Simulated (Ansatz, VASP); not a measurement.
# Two plane-wave programs on Al2O3

Contents of INCAR:

```
PREC = Accurate
ENCUT = 520
EDIFF = 1E-6
ISMEAR = 0
SIGMA = 0.05
LREAL = F
LASPH = T
NELM = 60
ALGO = Normal
ISIF = 2
LWAVE = F
LCHARG = F
GGA = PS
NBANDS = 20
```

File KPOINTS:

```
regular mesh
0
Gamma
  9 9 4
```

The input POSCAR:

```
Al2O3
1.0
    2.8843249483      0.0000000000      0.0000000000
   -1.4421624742      2.4978986780      0.0000000000
    0.0000000000      0.0000000000      9.3367544600
Al O
2 3
Direct
    0.0000000000      0.0000000000      0.1499923300
    0.0000000000      0.0000000000      0.8500076700
    0.3333333333      0.6666666667      0.2223169200
    0.6666666667      0.3333333333      0.0000000000
    0.3333333333      0.6666666667      0.7776830800
```

Input for Ansatz:

```yaml
crystal:
  lattice:
    - [2.8843249483, 0.0, 0.0]
    - [-1.4421624742, 2.497898678, 0.0]
    - [0.0, 0.0, 9.33675446]
  atoms:
    - { symbol: Al, position: [0.0, 0.0, 0.14999233] }
    - { symbol: Al, position: [0.0, 0.0, 0.85000767] }
    - { symbol: O, position: [0.3333333333, 0.6666666667, 0.22231692] }
    - { symbol: O, position: [0.6666666667, 0.3333333333, 0.0] }
    - { symbol: O, position: [0.3333333333, 0.6666666667, 0.77768308] }
basis:
  ecutwfc: 420
kpoints:
  mp_grid: { grid: [9, 9, 4] }
hamiltonian:
  xc: pbesol
scf:
  occupations: { method: gaussian, width: 0.05 }
output:
  forces: true
  stress: true
  eigenvalues: true
```

Measurements of this composition are mostly on another form, of space group No. 167.

Alike in both runs: task single point; functional PBEsol; k mesh 9 × 9 × 4; occupations gaussian, width 0.05 eV; no spin polarisation.

```csv
,VASP,Ansatz
version,VASP 6.6.1,Ansatz 0.2.0
potentials or method,"VASP PAW PBE potentials, release 64 (Al, O)","scalar-relativistic, plane waves, PAW"
plane-wave cutoff (eV),520,420
valence electrons in the cell,24,24
```

|  | VASP | Ansatz | Ansatz less VASP |
| --- | --- | --- | --- |
| gap on the k mesh at the Fermi level (eV) | 4.73 | 4.75 | +0.015 |
| least direct gap on the mesh (eV) | 4.98 | 5.00 | +0.012 |
| pressure (GPa) | -2.8 | -2.9 | -0.17 |
| largest component of the traceless stress (GPa) | 0.58 | 0.89 | +0.315 |
| rms of the force components (eV/Å) | 0.061 | 0.063 | +0.0014 |

Atom by atom the forces differ by 0.013 eV/Å (rms over components).

Caveats: the PAW data sets were made with another functional, which shifts forces and pressure a little (VASP); an odd mesh through Γ misses points on the zone boundary, where band edges often lie. PBEsol gaps usually lie below the measured ones, often by a third to a half.
